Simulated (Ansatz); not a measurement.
NaI: the change of pressure with volume scale

Periodic Kohn-Sham DFT of a crystal at fixed atoms, scaled to volume_scale times the given cell; pressure positive in compression, energy less spherical unpolarised free atoms, largest_vzz the field gradient of largest size among the nuclei. The results are calculated, by Ansatz 0.2.0.

The cell before it is scaled or strained (space group Fm-3m, No. 225):
```
NaI
1.0
      0.0000     3.2364     3.2364
      3.2364     0.0000     3.2364
      3.2364     3.2364     0.0000
Na I
1 1
Direct
  0.00000 0.00000 0.00000
  0.50000 0.50000 0.50000
```

Settings of every row: method frozen-core PAW; functional LDA; relativity scalar; k mesh 8x8x8; filling fermi-dirac; smearing width 0.02 eV; wave cutoff 420 eV; paw set soft_2.

Atom start moment: 0 on all atoms.

Limits: PAW files made with PBE; no spin-orbit coupling on heavy atoms.

| row | volume scale | V (Å³/atom) | pressure (GPa) |
| --- | --- | --- | --- |
| 1 | 0.94 | 31.865 | -0.73 |
| 2 | 0.96 | 32.543 | -1.073 |
| 3 | 0.98 | 33.221 | -1.375 |
| 4 | 0.99 | 33.56 | -1.511 |
| 5 | 1 | 33.899 | -1.639 |
| 6 | 1.01 | 34.238 | -1.759 |
| 7 | 1.02 | 34.577 | -1.872 |
| 8 | 1.04 | 35.255 | ? |
| 9 | 1.06 | 35.933 | -2.253 |

Question: what pressure should row 8 give?

Worked fit of pressure. Take u = (V_r/V)^(2/3) − 1 with V_r = 33.73 Å³ an atom, which is twice the finite (Eulerian) strain; such expansions in the strain, on which the Birch-Murnaghan equation of state is built, carry the rest volume and the bulk modulus. The shown rows have u = 0.03865, 0.02417, 0.01019, 0.00337, -0.00333, -0.00992, -0.0164, -0.0413. Least squares give pressure = −1.5765 + 19.108 × u + 69.22 × u² + 78 × u³ GPa; a parabola predicts inner rows, each left out in turn, worse (root mean square 0.0013 against 0.00055 GPa). All shown rows lie on it to the printed digit. The withheld row has u = -0.02905, so the fit gives −1.5765 + 19.108 × (-0.02905) + 69.22 × (-0.02905)² + 78 × (-0.02905)³ = -2.075 GPa.

The calculation gave -2.075 GPa. The fit meets it to the printed digit.
